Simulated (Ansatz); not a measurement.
# InP2: one candidate of a structure search

The task: take a trial cell of InP2 to zero force and stress.

Method: DFT PBE, scalar-relativistic, plane waves, PAW, in Ansatz 0.2.0.

## (1) The starting structure

It takes space group P-6m2 (No. 187, hexagonal). Conventional cell: a = 3.418 Å, b = 3.418 Å, c = 5.387 Å, α = 90.00°, β = 90.00°, γ = 120.00°. Around In (site symmetry -6m2) lie 6 P at 2.47 Å. P (site symmetry 3m) is surrounded by 1 P at 2.42 Å and 3 In at 2.47 Å.

As a file:

```cif
data_structure
_symmetry_space_group_name_H-M 'P-6m2'
_symmetry_Int_Tables_number 187
_cell_length_a 3.4175
_cell_length_b 3.4175
_cell_length_c 5.3874
_cell_angle_alpha 90.000
_cell_angle_beta 90.000
_cell_angle_gamma 120.000
_cell_volume 54.49
loop_
_atom_site_label
_atom_site_type_symbol
_atom_site_symmetry_multiplicity
_atom_site_Wyckoff_symbol
_atom_site_fract_x
_atom_site_fract_y
_atom_site_fract_z
_atom_site_occupancy
In1 In 1 a 0.00000 0.00000 0.00000 1
P1 P 2 i 0.66667 0.33333 0.72496 1
```

Recipe of the guess: 4-, 6-connected net, elements by coordination (P-6m2, No. 187). Lengths come from tabulated atomic sizes and are only a guess.

## (2) Probe: one point on a coarse mesh

input.yaml reads:

```yaml
crystal:
  lattice:
    - [3.41754881, 0.0, 0.0]
    - [-1.70877441, 2.95968409, 0.0]
    - [0.0, 0.0, 5.38736382]
  atoms:
    - { symbol: In, position: [0.0, 0.0, 0.0] }
    - { symbol: P, position: [0.66666667, 0.33333333, 0.7249647] }
    - { symbol: P, position: [0.66666667, 0.33333333, 0.2750353] }
basis:
  ecutwfc: 420
kpoints:
  mp_grid: { grid: [6, 6, 4] }
hamiltonian:
  xc: pbe
scf:
  occupations: { method: gaussian, width: 0.1 }
  lower_state_search: "off"
output:
  forces: true
  stress: true
  eigenvalues: true
```

On the command line:

```console
$ ansatz run input.yaml --threads 1 --pin off --max-ram 2560MiB --backend cpu --events-out ev --progress --plain --runs-dir out
```

The program printed, shortened:

```text
[...]
SCF converged after 7 iterations
Free energy (F): -7106.786064 eV
[...]
E sigma→0 (E₀):  -7106.782457 eV
Entropy (-TS):   -0.007216 eV (-2.405 meV/atom)
Fermi energy:    10.412411 eV
[...]
--- Forces (eV/Å), atoms counted from 1 ---
  atom   1  In    -0.00000000     0.00000000     0.00000000
  atom   2  P     -0.00000000    -0.00000000    -2.79685543
  atom   3  P     -0.00000000    -0.00000000     2.79685543
[...]
--- Stress (GPa, compression-positive) ---
       32.099717      -0.000000       0.000000
       -0.000000      32.099717       0.000000
        0.000000       0.000000      17.022048
  P = ⅓ Tr σ = 27.0738 GPa (270.738 kbar)
--- Band table (eV; the first three rows and the last of 21) ---
  k-point 0: bands = ["-4.6046", "-4.6046", "-4.5795", "-4.4287", "-4.4287", "-3.8298", "0.1039", "2.9457", "10.3684", "10.3684", "12.5192", "12.5192", "13.9606", "14.1671", "16.0505", "16.0505"]
[...]
```

Run time: 1.8 s. Hardware: 1 thread of Intel Xeon Platinum 8259CL at 2.50GHz (Skylake/Cascade Lake), shared host; peak memory 0.34 GiB.

Read-out: pressure 27.1 GPa, largest force 2.80 eV/Å, gap on this mesh none (metal). A cheap, loose relaxation comes first.

## (3) A loose first relaxation

input.yaml, as its differences from that of step 2:

```diff
@@ -22 +22,6 @@
   eigenvalues: true
+relax:
+  adjacent_minimum: "off"
+  f_tol: 0.04
+  max_steps: 70
+  cell: { stress_tol: 0.4 }
```

On the command line:

```console
$ ansatz run input.yaml --threads 1 --pin off --max-ram 2560MiB --backend cpu --events-out ev --progress --plain --runs-dir out
```

The program printed:

```text
Warning: RAYON_NUM_THREADS=1 ignored (pool sized by the plan → 1); use --threads N
Engine: ansatz 0.2.0, x86_64-unknown-linux-gnu
Pseudopotentials: kind: paw
Pseudopotential: In, paw, valence charge 13, recommended cutoff 420 eV (normal), In.paw.azcp
Pseudopotential: P, paw, valence charge 5, recommended cutoff 420 eV (normal), P.paw.azcp
Functional definition: PBE
  parameter kappa = 0.804
  parameter beta = 0.06672455060314922
  exchange = pbe_x(kappa = kappa, mu = beta*pi^2/3)
  correlation = pbe_c(beta = beta)
Crystal: 3 atoms, lattice volume = 54.492 Å³
Basis set: ecut = 420 eV, 1087 PW (Γ), exchange–correlation on 48×48×80 points (8 copies of the dense FFT grid, shifted against one another)
Bands: 16, of which v1, the nominal top of the filled ones, is band 12 counted from 1 (11 counted from 0)
Symmetry: 12 space group operations
Space group: P-6m2 (ITA 187), of the structure as read, at distance tolerance 3.8e-5 Å
k-points: 21 of 144 (time reversal used)
Non-local potential: In, projectors of the file, l = 0: 2, l = 1: 2, l = 2: 2, l = 3: 2
Non-local potential: P, projectors of the file, l = 0: 2, l = 1: 2, l = 2: 2
PAW form: soft (Blöchl's): semilocal exchange-correlation on the pseudo side does not see the compensation charge
PAW one-centre angular grid: In, 590 points (default); XC on 64 Gauss nodes
PAW one-centre angular grid: P, 110 points (default); XC on 64 Gauss nodes
Initial density: superposition of atomic densities (neutral atoms: chi_scale 0, normalization atom), corrected by the library's trained network
Initial wavefunctions: pseudopotential atomic-orbital guess
Functional: x = pbe(κ = 0.804, μ = 0.2195149727645171), c = pbe(β = 0.06672455060314922)
SCF iter   1: F=—  HF=-7106.795509 eV  |F-HF|=—  |Δ(HF+E_count)|=         —  Δρ=6.97e-3  dr2=2.73e-2  ethr=1.77e-3  ⟨swp⟩=6.8  Hψ=2147  notcnv=0
preconditioner: auto → none  [insulator: Δε(μ)=0.130 eV  Ē_g=13.451 eV  σ=0.100 eV  W_gap=0.64  n_scr=10 (ndim 8)  ℏωp=24.1 eV  f_vac=0.000  D(μ)=1.11/eV (n_scr^D=2)  ε∞_Penn≈4.2]
SCF iter   2: F=—  HF=-7106.786676 eV  |F-HF|=—  |Δ(HF+E_count)|=   8.83e-3  Δρ=2.61e-3  dr2=3.23e-3  ethr=1.19e-4  ⟨swp⟩=1.6  Hψ=553  notcnv=0  defer=2
SCF iter   3: F=—  HF=-7106.786143 eV  |F-HF|=—  |Δ(HF+E_count)|=   5.33e-4  Δρ=5.73e-4  dr2=4.44e-4  ethr=1.41e-5  ⟨swp⟩=2.0  Hψ=451  notcnv=0  defer=2
SCF iter   4: F=—  HF=-7106.786055 eV  |F-HF|=—  |Δ(HF+E_count)|=   8.77e-5  Δρ=2.41e-4  dr2=3.29e-5  ethr=1.93e-6  ⟨swp⟩=2.0  Hψ=403  notcnv=0  defer=2
SCF iter   5: F=—  HF=-7106.786064 eV  |F-HF|=—  |Δ(HF+E_count)|=   9.10e-6  Δρ=8.09e-5  dr2=2.50e-6  ethr=1.43e-7  ⟨swp⟩=3.0  Hψ=592  notcnv=0  defer=2
SCF iter   6: F=—  HF=-7106.786064 eV  |F-HF|=—  |Δ(HF+E_count)|=   2.94e-7  Δρ=1.85e-5  dr2=1.73e-7  ethr=1.09e-8  ⟨swp⟩=2.2  Hψ=529  notcnv=0  defer=2
SCF iter   7: F=-7106.786064 eV  HF=-7106.786064 eV  |F-HF|=5.11e-9  |Δ(HF+E_count)|=   4.52e-8  Δρ=3.26e-6  dr2=3.77e-9  ethr=4.35e-10  ⟨swp⟩=8.2  Hψ=1824  notcnv=0
SCF 1 converged in 7 iterations: F = -7106.786064 eV  dr2 = 3.77e-9
relax step   1: F+E_penalty+E_count = -7106.78606435 eV  Δ(F+E_penalty+E_count) = +0.000e0 eV  max|allowed force component| = 2.797e0 eV/Å  Δτ_max = 0.0000 Å  P = +27.074 GPa  Ω = 54.492 Å³  (7 SCF iters, dr2 threshold 1.00e-7 eV, accepted)
Crystal: 3 atoms, lattice volume = 60.949 Å³
Basis set: ecut = 420 eV, 1141 PW (Γ), exchange–correlation on 48×48×80 points (8 copies of the dense FFT grid, shifted against one another)
Initial density: handed on by an earlier stage of this run
Initial wavefunctions: those handed on with the density
iter 1 solved again at ethr=4.54e-4 eV; its pass at ethr=3.10e-3 eV (dr2=1.05e-1 eV) is discarded
SCF iter   1: F=—  HF=-7107.885399 eV  |F-HF|=—  |Δ(HF+E_count)|=         —  Δρ=7.41e-3  dr2=1.04e-1  ethr=4.54e-4  ⟨swp⟩=1.2  Hψ=2676  notcnv=0
preconditioner: auto → none  [insulator: Δε(μ)=0.173 eV  Ē_g=12.969 eV  σ=0.100 eV  W_gap=0.56  n_scr=10 (ndim 8)  ℏωp=22.8 eV  f_vac=0.000  D(μ)=1.50/eV (n_scr^D=8)  ε∞_Penn≈4.1]
SCF iter   2: F=—  HF=-7107.864827 eV  |F-HF|=—  |Δ(HF+E_count)|=   2.06e-2  Δρ=4.09e-3  dr2=2.98e-2  ethr=4.54e-4  ⟨swp⟩=2.7  Hψ=551  notcnv=0
SCF iter   3: F=—  HF=-7107.858409 eV  |F-HF|=—  |Δ(HF+E_count)|=   6.42e-3  Δρ=1.70e-3  dr2=1.47e-3  ethr=1.29e-4  ⟨swp⟩=2.0  Hψ=439  notcnv=0
SCF iter   4: F=—  HF=-7107.858336 eV  |F-HF|=—  |Δ(HF+E_count)|=   7.33e-5  Δρ=3.67e-4  dr2=6.22e-5  ethr=6.41e-6  ⟨swp⟩=2.3  Hψ=492  notcnv=0
SCF iter   5: F=—  HF=-7107.858352 eV  |F-HF|=—  |Δ(HF+E_count)|=   1.58e-5  Δρ=7.26e-5  dr2=2.31e-6  ethr=2.71e-7  ⟨swp⟩=2.3  Hψ=572  notcnv=0
SCF iter   6: F=-7107.858352 eV  HF=-7107.858352 eV  |F-HF|=7.76e-9  |Δ(HF+E_count)|=   5.98e-7  Δρ=1.17e-5  dr2=1.02e-7  ethr=1.30e-9  ⟨swp⟩=8.5  Hψ=1851  notcnv=0
SCF 2 converged in 6 iterations: F = -7107.858352 eV  dr2 = 1.02e-7
relax step   2: F+E_penalty+E_count = -7107.85835247 eV  Δ(F+E_penalty+E_count) = -1.072e0 eV  max|allowed force component| = 1.833e0 eV/Å  Δτ_max = 0.0584 Å  P = +8.596 GPa  Ω = 60.949 Å³  energy of the carried Pulay correction = -2.333e-3 eV  (6 SCF iters, dr2 threshold 3.00e-7 eV, accepted)
Crystal: 3 atoms, lattice volume = 63.318 Å³
Basis set: ecut = 420 eV, 1241 PW (Γ), exchange–correlation on 48×48×80 points (8 copies of the dense FFT grid, shifted against one another)
iter 1 solved again at ethr=2.11e-3 eV; its pass at ethr=3.10e-3 eV (dr2=4.85e-1 eV) is discarded
SCF iter   1: F=—  HF=-7108.601103 eV  |F-HF|=—  |Δ(HF+E_count)|=         —  Δρ=1.91e-2  dr2=5.06e-1  ethr=2.11e-3  ⟨swp⟩=1.0  Hψ=2740  notcnv=0
preconditioner: auto → Kerker (q_TF=auto, 2.305 Å⁻¹)  [metal: Δε(μ)=0.047 eV  Ē_g=13.120 eV  σ=0.100 eV  W_gap=0.25  n_scr=20 (ndim 8)  ℏωp=22.4 eV  f_vac=0.000  D(μ)=1.26/eV (n_scr^D=2)]
SCF iter   2: F=—  HF=-7108.497657 eV  |F-HF|=—  |Δ(HF+E_count)|=   1.03e-1  Δρ=1.02e-2  dr2=1.50e-1  ethr=2.11e-3  ⟨swp⟩=2.1  Hψ=405  notcnv=0
SCF iter   3: F=—  HF=-7108.459151 eV  |F-HF|=—  |Δ(HF+E_count)|=   3.85e-2  Δρ=1.37e-3  dr2=1.28e-3  ethr=6.53e-4  ⟨swp⟩=2.9  Hψ=572  notcnv=0
SCF iter   4: F=—  HF=-7108.459083 eV  |F-HF|=—  |Δ(HF+E_count)|=   6.84e-5  Δρ=4.71e-4  dr2=6.30e-4  ethr=5.56e-6  ⟨swp⟩=2.4  Hψ=548  notcnv=0  defer=1
SCF iter   5: F=—  HF=-7108.458964 eV  |F-HF|=—  |Δ(HF+E_count)|=   1.19e-4  Δρ=1.51e-4  dr2=4.78e-5  ethr=2.74e-6  ⟨swp⟩=2.0  Hψ=417  notcnv=0  defer=1
SCF iter   6: F=—  HF=-7108.458980 eV  |F-HF|=—  |Δ(HF+E_count)|=   1.60e-5  Δρ=6.63e-5  dr2=4.62e-6  ethr=2.08e-7  ⟨swp⟩=2.0  Hψ=454  notcnv=0  defer=1
SCF iter   7: F=-7108.458981 eV  HF=-7108.458981 eV  |F-HF|=1.42e-7  |Δ(HF+E_count)|=   1.11e-6  Δρ=1.63e-5  dr2=2.16e-7  ethr=1.30e-9  ⟨swp⟩=6.5  Hψ=1995  notcnv=0
SCF 3 converged in 7 iterations: F = -7108.458981 eV  dr2 = 2.16e-7
relax step   3: F+E_penalty+E_count = -7108.45898146 eV  Δ(F+E_penalty+E_count) = -6.006e-1 eV  max|allowed force component| = 2.217e0 eV/Å  Δτ_max = 0.1483 Å  P = +7.873 GPa  Ω = 63.318 Å³  energy of the carried Pulay correction = -3.125e-3 eV  (7 SCF iters, dr2 threshold 3.00e-7 eV, accepted)
[... 12 lines left out ...]
relax step   4: F+E_penalty+E_count = -7108.71116585 eV  Δ(F+E_penalty+E_count) = -2.522e-1 eV  max|allowed force component| = 1.197e0 eV/Å  Δτ_max = 0.1348 Å  P = +0.595 GPa  Ω = 67.682 Å³  energy of the carried Pulay correction = -4.504e-3 eV  (7 SCF iters, dr2 threshold 3.00e-7 eV, accepted)
[... 9 lines left out ...]
relax step   5: F+E_penalty+E_count = -7108.76494628 eV  Δ(F+E_penalty+E_count) = -5.378e-2 eV  max|allowed force component| = 2.611e-1 eV/Å  Δτ_max = 0.0277 Å  P = +0.848 GPa  Ω = 68.319 Å³  energy of the carried Pulay correction = -4.698e-3 eV  (5 SCF iters, dr2 threshold 3.00e-7 eV, accepted)
[... 11 lines left out ...]
relax step   6: F+E_penalty+E_count = -7108.76216436 eV  Δ(F+E_penalty+E_count) = +2.782e-3 eV  max|allowed force component| = 1.122e-1 eV/Å  Δτ_max = 0.0309 Å  P = -0.958 GPa  Ω = 69.811 Å³  energy of the carried Pulay correction = -5.143e-3 eV  (6 SCF iters, dr2 threshold 3.00e-7 eV, rejected (line search))
[... 12 lines left out ...]
relax step   7: F+E_penalty+E_count = -7108.77193816 eV  Δ(F+E_penalty+E_count) = -6.992e-3 eV  max|allowed force component| = 2.264e-4 eV/Å  Δτ_max = 0.0165 Å  P = -0.037 GPa  Ω = 69.138 Å³  energy of the carried Pulay correction = -4.943e-3 eV  (8 SCF iters, accepted)
[... 10 lines left out ...]
relax step   8: F+E_penalty+E_count = -7108.80008663 eV  Δ(F+E_penalty+E_count) = -2.815e-2 eV  max|allowed force component| = 4.324e-3 eV/Å  Δτ_max = 0.0000 Å  P = +0.552 GPa  Ω = 69.138 Å³  stress off target by 8.18e-1 GPa  SCF on the basis re-selected at this cell (its energy is not comparable with the rows above)  (5 SCF iters)
[... 10 lines left out ...]
relax step   9: F+E_penalty+E_count = -7108.80229881 eV  Δ(F+E_penalty+E_count) = -2.212e-3 eV  max|allowed force component| = 4.532e-4 eV/Å  Δτ_max = 0.0023 Å  P = +0.133 GPa  Ω = 69.798 Å³  energy of the carried Pulay correction = -1.356e-4 eV  (4 SCF iters, dr2 threshold 3.00e-7 eV, accepted)
iter 1 solved again at ethr=7.98e-7 eV; its pass at ethr=3.10e-3 eV (dr2=1.84e-4 eV) is discarded
SCF iter   1: F=—  HF=-7108.802411 eV  |F-HF|=—  |Δ(HF+E_count)|=         —  Δρ=1.92e-5  dr2=2.91e-7  ethr=7.98e-7  ⟨swp⟩=3.5  Hψ=3035  notcnv=0
eigensolver tolerance schedule: the retry pair's looser diagonalisation over-reported the residual by 630.80 of it (diagonalisation noise at 0.19 of the residual, at the tolerance the schedule requests for it); recorded, not acted on — ethr = c·dr2/N_el stays at c = 1.0e-1
preconditioner: auto → Kerker (q_TF=auto, 2.267 Å⁻¹)  [metal: Δε(μ)=0.060 eV  Ē_g=12.839 eV  σ=0.100 eV  W_gap=0.32  n_scr=20 (ndim 8)  ℏωp=21.3 eV  f_vac=0.001  D(μ)=1.08/eV (n_scr^D=2)]
SCF iter   2: F=—  HF=-7108.802422 eV  |F-HF|=—  |Δ(HF+E_count)|=   1.17e-5  Δρ=1.06e-5  dr2=1.38e-7  ethr=1.26e-9  ⟨swp⟩=2.9  Hψ=616  notcnv=0
SCF iter   3: F=—  HF=-7108.802423 eV  |F-HF|=—  |Δ(HF+E_count)|=   1.87e-7  Δρ=4.98e-6  dr2=4.68e-8  ethr=5.99e-10  ⟨swp⟩=2.1  Hψ=451  notcnv=0
SCF iter   4: F=—  HF=-7108.802423 eV  |F-HF|=—  |Δ(HF+E_count)|=   1.64e-8  Δρ=2.45e-6  dr2=4.37e-9  ethr=2.03e-10  ⟨swp⟩=2.1  Hψ=479  notcnv=0
SCF iter   5: F=-7108.802423 eV  HF=-7108.802423 eV  |F-HF|=5.82e-11  |Δ(HF+E_count)|=   5.73e-9  Δρ=3.29e-7  dr2=9.18e-11  ethr=8.35e-12  ⟨swp⟩=7.6  Hψ=1736  notcnv=0
SCF 10 converged in 5 iterations: F = -7108.802423 eV  dr2 = 9.18e-11
relax step  10: F+E_penalty+E_count = -7108.80242268 eV  Δ(F+E_penalty+E_count) = -1.239e-4 eV  max|allowed force component| = 6.448e-4 eV/Å  Δτ_max = 0.0000 Å  P = +0.131 GPa  Ω = 69.798 Å³  stress off target by 1.70e-1 GPa  SCF on the basis re-selected at this cell (its energy is not comparable with the rows above)  (5 SCF iters)
basis re-selected at this cell: Δ(F+E_penalty+E_count) = -1.239e-4 eV, ΔP = -0.002 GPa vs the last step (what re-selecting the basis moved, of the pressure what is left beyond the Pulay correction that the steps carried, after the strain that the cell walked since its last selection, with what the two solves' SCF thresholds leave and, on support functions, any second-order correction that the steps lacked; it is no measure of the basis error at this ecutwfc). This SCF's stress stands 1.70e-1 GPa from its target on what of the cell is left free (relax.cell.stress_tol is 4.00e-1 GPa) and its largest allowed force component is 6.45e-4 eV/Å (relax.f_tol is 4.00e-2 eV/Å): within both
SCF converged after 5 iterations
Free energy (F): -7108.802423 eV
Harris-Foulkes:  -7108.802423 eV  (|F-HF|=5.82e-11)
Internal energy: -7108.797026 eV  (E = F + TS)
E sigma→0 (E₀):  -7108.799724 eV
Entropy (-TS):   -0.005397 eV (-1.799 meV/atom)
Fermi energy:    7.260345 eV
--- Per-component energies (eV) ---
  E_band       = -50.565120
  E_kinetic    = 381.342562
  E_local      = -1524.488134  (includes V_loc(G=0)·N_el)
  E_nonlocal   = 435.598613
  E_hartree    = 597.813526
  E_xc         = -336.562907
  E_vxc        = -218.640112  (∫ρ·V_xc dr)
  E_paw        = -5294.643842  (= ΣΔE_a)
  E_vpaw       = -320.005174  (= ΣTr[D̂ρ^β])
  E_aug_tail   = 0.000033  (compensation charges beyond the density's cutoff)
  E_ewald      = -1367.856876
  E_smearing   = -0.005397  (= −TS)
  E_closure    = 0.000000  (closes the sum)
  Σ components = -7108.802423   (vs F -7108.802423, Δ=0.00e0)
--- Forces (eV/Å), atoms counted from 1 ---
  atom   1  In     0.00000000     0.00000000     0.00000000
  atom   2  P      0.00000000    -0.00000000     0.00064482
  atom   3  P     -0.00000000    -0.00000000    -0.00064482
  max |Σ_I F_I| component: 1.94e-16 eV/Å
--- Stress (GPa, compression-positive) ---
        0.170181       0.000000       0.000000
        0.000000       0.170181       0.000000
        0.000000       0.000000       0.053822
  P = ⅓ Tr σ = 0.1314 GPa (1.314 kbar)
--- Band table (eV; the first three rows and the last of 21) ---
  k-point 0: bands = ["-7.4558", "-7.4558", "-7.3822", "-7.3674", "-7.3674", "-5.9294", "-0.9059", "0.1203", "5.3924", "5.3924", "8.1026", "8.9222", "8.9222", "11.1453", "11.1453", "12.5342"]
  k-point 1: bands = ["-7.4553", "-7.4553", "-7.3804", "-7.3686", "-7.3686", "-5.6366", "-2.6504", "2.3863", "5.6347", "5.6347", "8.1009", "8.1009", "8.1201", "10.2039", "11.7033", "11.7033"]
  k-point 2: bands = ["-7.4548", "-7.4548", "-7.3785", "-7.3699", "-7.3699", "-5.1197", "-3.7969", "4.5862", "6.0302", "6.0302", "6.8695", "7.3085", "7.3085", "9.8557", "10.6266", "12.2539"]
  k-point 20: bands = ["-7.5214", "-7.4958", "-7.4146", "-7.3903", "-7.3046", "-4.3039", "-1.9261", "1.6792", "3.2961", "3.9280", "4.2352", "5.8095", "9.4119", "11.9136", "12.6751", "13.5286"]
--- Relaxed structure (8 steps of the walk, 7 accepted, 2 SCFs on fresh bases) ---
  F+E_penalty+E_count = -7108.80242268 eV   max|allowed force component| = 6.448e-4 eV/Å   (the final SCF, on the basis selected at the relaxed cell)
  cell:  # Å, volume = 69.7978 Å³
    - [3.974312385154322, 3.357041114008168e-9, 0.0]
    - [-1.9871561954844439, 3.4418554864402466, 0.0]
    - [0.0, 0.0, 5.1025508582790655]
  atoms:
    - { symbol: In, position: [3.289549685743081e-17, 3.7007434429898756e-17, 0.0] }
    - { symbol: P, position: [0.6666666666666667, 0.3333333333333334, 0.7038260294444042] }
    - { symbol: P, position: [0.6666666666666667, 0.3333333333333334, 0.2961739705555955] }
```

Wall time 22 s (1 thread of Intel Xeon Platinum 8259CL at 2.50GHz (Skylake/Cascade Lake), shared host); peak memory 0.4 GiB.

The steps of the relaxation:

| step | E - E(step 1) (eV/cell) | largest force component (eV/Å) | pressure (GPa) | volume (Å³) |
| --- | --- | --- | --- | --- |
| 1 | 0.0000 | 2.7969 | 27.07 | 54.49 |
| 2 | -1.0723 | 1.8332 | 8.60 | 60.95 |
| 3 | -1.6729 | 2.2174 | 7.87 | 63.32 |
| 4 | -1.9251 | 1.1971 | 0.60 | 67.68 |
| 5 | -1.9789 | 0.2611 | 0.85 | 68.32 |
| 6 | -1.9761 | 0.1122 | -0.96 | 69.81 |
| 7 | -1.9859 | 0.0002 | -0.04 | 69.14 |
| 8 | -2.0140 | 0.0043 | 0.55 | 69.14 |
| 9 | -2.0162 | 0.0005 | 0.13 | 69.80 |
| 10 | -2.0164 | 0.0006 | 0.13 | 69.80 |

Step 1 is the start. Steps 8, 10 each repeat the geometry before them on a plane-wave basis chosen anew, so the energy can jump there without any move. Step 6 was tried and not accepted.

|  | before | after | change |
| --- | --- | --- | --- |
| a (Å) | 3.418 | 3.974 | +16.3 % |
| b (Å) | 3.418 | 3.974 | +16.3 % |
| c (Å) | 5.387 | 5.103 | -5.3 % |
| volume (Å³/atom) | 18.16 | 23.27 | +28.1 % |
| shortest distance (Å) | 2.424 | 2.080 | -14.2 % |
| space group (0.01 Å) | P-6m2 | P-6m2 | same |

Forces and stress were held to the start's 12 operations: a distortion of lower symmetry was not tested.

(Part 1 of 2 ends here.)
